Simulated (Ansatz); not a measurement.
```yaml
crystal:
  lattice:
    - [4.62196, 0.00000, 0.00000]
    - [0.00000, 4.62196, 0.00000]
    - [0.00000, 0.00000, 3.12539]
  atoms:
    - { symbol: Mg, position: [0.00000, 0.00000, 0.00000] }
    - { symbol: Mg, position: [0.50000, 0.50000, 0.50000] }
    - { symbol: F, position: [0.30392, 0.30392, 0.00000] }
    - { symbol: F, position: [0.80392, 0.19608, 0.50000] }
    - { symbol: F, position: [0.19608, 0.80392, 0.50000] }
    - { symbol: F, position: [0.69608, 0.69608, 0.00000] }
```

No spin polarisation.

Level of theory: r2SCAN (Ansatz, an electronic-structure program), no spin-orbit coupling. Γ-centred 7×7×11 mesh, Fermi–Dirac width 0.05 eV.

Problem. Predict the width of the top valence band and stress.

Solution. Width of the top valence band: 0.82 eV
Stress (xx, yy, zz, yz, xz, xy; compression positive): (-1.59, -1.59, -5.05, 0.00, 0.00, 0.00) GPa

The levels and masses belong to the bands next to the band gap. The cells carry an imposed strain or load. No phonon test of stability was made. The cell was made from MgF2 in the rutile structure (space group P4_2/mnm, No. 136) by this change: uniaxial strain ε_zz = +2.60 %.
